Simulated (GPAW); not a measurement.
Crystal: GaN.

```
Ga N
1.0
     3.18000    0.00000    0.00000
    -1.59000    2.75396    0.00000
     0.00000    0.00000    5.16600
Ga N
2 2
Direct
  0.66667 0.33333 0.50000
  0.33333 0.66667 0.00000
  0.66667 0.33333 0.87500
  0.33333 0.66667 0.37500
```

| Item | Value |
| --- | --- |
| Program | GPAW 26.7.0 |
| Task | relaxation of cell and atoms |
| Functional | rSCAN |
| Potentials or basis | GPAW PAW data sets (gpaw-data 1.2.1) |
| Cutoff | 800 eV |
| Basis | pw |
| k mesh | 7 × 7 × 4 |
| Occupations | fermi-dirac, width 0.05 eV |
| Spin | no spin polarisation |

At the start: pressure 7.2 GPa; volume 11.31 Å³/atom.

How do energy, volume and symmetry change on relaxing?

Over 6 steps the energy falls by 9.5 meV/atom and the volume is 11.67 Å³/atom (+3.2 %); space group P6_3mc (No. 186, to 0.05 Å).

Step by step:
| step | energy change (eV) | largest force (eV/Å) | pressure (GPa) | volume (Å³) |
| --- | --- | --- | --- | --- |
| 1 | 0.0000 | 0.1844 | 7.16 | 45.24 |
| 2 | -0.0125 | 0.0890 | 5.83 | 45.49 |
| 3 | -0.0355 | 0.1064 | 1.16 | 46.42 |
| 4 | -0.0372 | 0.0806 | 0.38 | 46.58 |
| 5 | -0.0380 | 0.0243 | -0.07 | 46.68 |
| 6 | -0.0380 | 0.0045 | -0.04 | 46.67 |

Final structure:
```xyz
4
Lattice="3.2121 0.0000 0.0000 -1.6061 2.7818 0.0000 0.0000 0.0000 5.2231" Properties=species:S:1:pos:R:3 pbc="T T T"
Ga    1.6061    0.9273    2.6058
Ga    0.0000    1.8545   -0.0057
N     1.6061    0.9273    4.5752
N     0.0000    1.8545    1.9636
```

Caveat: the data sets keep Ga 3d, Li 1s and Be 1s frozen, and some such compounds lay over 1.5 % in volume off other programs; later steps reuse the first step's grids; the PAW data sets were made with another functional, which shifts forces and pressure a little.
